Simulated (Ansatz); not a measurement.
**HfC under changes of volume**

One of the cells (12.587 Å³/atom); the others are scaled copies at fixed shape and fractional positions:

```xyz
4
Lattice="3.3429 0.0000 0.0000 -1.6714 2.8950 0.0000 0.0000 0.0000 5.2027" Properties=species:S:1:pos:R:3 pbc="T T T"
Hf    0.0000    1.9300    1.3007
Hf    1.6714    0.9650    3.9020
C     0.0000    0.0000    2.6014
C     0.0000    0.0000    0.0000
```

The cell comes from a database or a generator and needn't be the stable form of this composition.

- Program: Ansatz 0.2.0
- Functional: PBEsol
- Potentials or basis: all-electron LAPW, scalar-relativistic
- Cutoff: 302 eV (chosen from the basis error)
- Basis error allowed: 0.001 eV/atom
- k mesh: 9 × 9 × 5
- Occupations: fermi-dirac, width 0.05 eV
- Spin: no spin polarisation

| volume (Å³/atom) | energy over the lowest point (meV/atom) | pressure (GPa) |
| --- | --- | --- |
| 11.832 | 8.00 | 7.9 |
| 12.084 | 0.00 | 2.3 |
| 12.336 | 0.39 | -2.7 |
| 12.587 | 8.34 | -7.3 |
| 12.839 | ? | ? |
| 13.091 | 44.05 | -15.2 |
| 13.343 | 70.53 | -18.5 |

Task: What does the run at 12.839 Å³/atom give?

Result: Energy over the lowest point 23.12 meV/atom; pressure -11.4 GPa.

Worked out: A Birch-Murnaghan fit of order 3 (a polynomial in V^(-2/3)) to the other rows has its minimum at 12.20 Å³/atom with B0 = V·E''(V) = 247 GPa and B' = 4.1 at fixed shape and positions, which overstates the stiffness. It gives 23.12 meV/atom at 12.839 Å³/atom, against the run's 23.12, and -dE/dV = -11.4 GPa, against -11.4.

Energies are extrapolated to zero smearing.
